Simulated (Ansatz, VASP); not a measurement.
## AlN: VASP beside Ansatz

File INCAR:

```
ALGO = Normal ; EDIFF = 1E-6
ENCUT = 520 ; GGA = CA
ISIF = 2 ; ISMEAR = 0
LASPH = T ; LCHARG = F
LREAL = F ; LWAVE = F
NBANDS = 16 ; NELM = 80
PREC = Accurate ; SIGMA = 0.05
```

Contents of KPOINTS:

```
k-points
0
Gamma
  9 9 6
```

Contents of POSCAR:

```
AlN
1.0
    3.0631058397      0.0000000000      0.0000000000
   -1.5315529199      2.6527274717      0.0000000000
    0.0000000000      0.0000000000      4.9027355419
Al N
2 2
Direct
    0.3333333333      0.6666666667      0.0015212672
    0.6666666667      0.3333333333      0.5015212672
    0.3333333333      0.6666666667      0.3834787328
    0.6666666667      0.3333333333      0.8834787328
```

Input for Ansatz:

```yaml
crystal:
  lattice:
    - [3.0631058397, 0.0, 0.0]
    - [-1.5315529199, 2.6527274717, 0.0]
    - [0.0, 0.0, 4.9027355419]
  atoms:
    - { symbol: Al, position: [0.3333333333, 0.6666666667, 0.0015212672] }
    - { symbol: Al, position: [0.6666666667, 0.3333333333, 0.5015212672] }
    - { symbol: "N", position: [0.3333333333, 0.6666666667, 0.3834787328] }
    - { symbol: "N", position: [0.6666666667, 0.3333333333, 0.8834787328] }
basis:
  ecutwfc: 520.0
kpoints:
  mp_grid: { grid: [9, 9, 6] }
hamiltonian:
  xc: lda
scf:
  occupations: { method: gaussian, width: 0.05 }
output:
  forces: true
  stress: true
  eigenvalues: true
```

Change from the starting cell: mode 5 frozen in at +0.000 Å, equal normal strain along x, y and z -0.0083.

Alike in both runs: task single point; functional LDA; k mesh 9 × 9 × 6; occupations gaussian, width 0.05 eV; no spin polarisation.

```csv
,VASP,Ansatz
version,VASP 6.6.1,Ansatz 0.2.0
potentials or method,"VASP PAW LDA potentials, release 64 (Al, N)","scalar-relativistic, plane waves, PAW"
plane-wave cutoff (eV),520,520
valence electrons in the cell,16,16
```

```csv
,VASP,Ansatz,Ansatz less VASP
gap on the k mesh at the Fermi level (eV),4.65,4.64,-0.005
least direct gap on the mesh (eV),4.65,4.64,-0.005
pressure (GPa),6.2,5.5,-0.68
largest component of the traceless stress (GPa),0.29,0.27,-0.026
rms of the force components (eV/Å),0.007,0.006,-0.0002
```

Atom by atom the forces differ by 0.000 eV/Å (rms over components).

Caveats: an odd mesh through Γ misses points on the zone boundary, where band edges often lie.
